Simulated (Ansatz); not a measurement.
SiO2: 17O nuclear quadrupole resonance

Cell: a structure deposited in the COD, atoms as given.

Space group Pbcn (No. 60); a = 4.0970, b = 5.0462, c = 4.4946 Å.

```csv
site,Wyckoff,site symmetry,x,y,z
Si,4c,.2.,0.0000,0.1522,0.2500
O,8d,1,0.7336,0.6245,0.9186
```

One atom of each set is listed.

Method: Kohn–Sham DFT in Ansatz, PBE, plane waves and PAW (field gradients read without the response of the frozen cores, which leaves them typically 4 to 6 % off), scalar-relativistic, 420 eV cutoff, Γ-centred 5×4×5 k-points, Fermi–Dirac smearing 0.02 eV.

17O: I = 5/2, Q = -25.58 mb (year-2017 value). Static lattice, zero field.

(1) The simulated lines lie at 1.35, 2.14 MHz. What are |C_Q|, η and |V_zz| at O?

Answers

(1) For I = 5/2 and η = 0 the lines are 3|C_Q|/20 and twice that; η pulls their ratio below 2. Here |C_Q| = 7.41 MHz, η = 0.47 and |V_zz| = 11.98 × 10²¹ V/m². The calculation gives V_zz negative; the lines don't show the sign. The site has 3 Si at 1.74–1.85 Å.

At O V_zz stands upright on the plane through its three neighbours (within 2°).

At this cell the PBE pressure is 6 GPa, so with PBE the cell would grow if it were relaxed. The largest force is 1.0 eV/Å, so the atoms aren't at the calculated equilibrium and relaxing them would move these values.

The run took 2.5 s of wall time (2.4 s of CPU time) and 0.45 GiB at its peak, on 1 thread of AMD EPYC 9R45 (Zen 5) (x86_64; 16 cores open to the job, memory cap 3.0 GiB, no GPU), a shared host with a load of 0.2 a core.
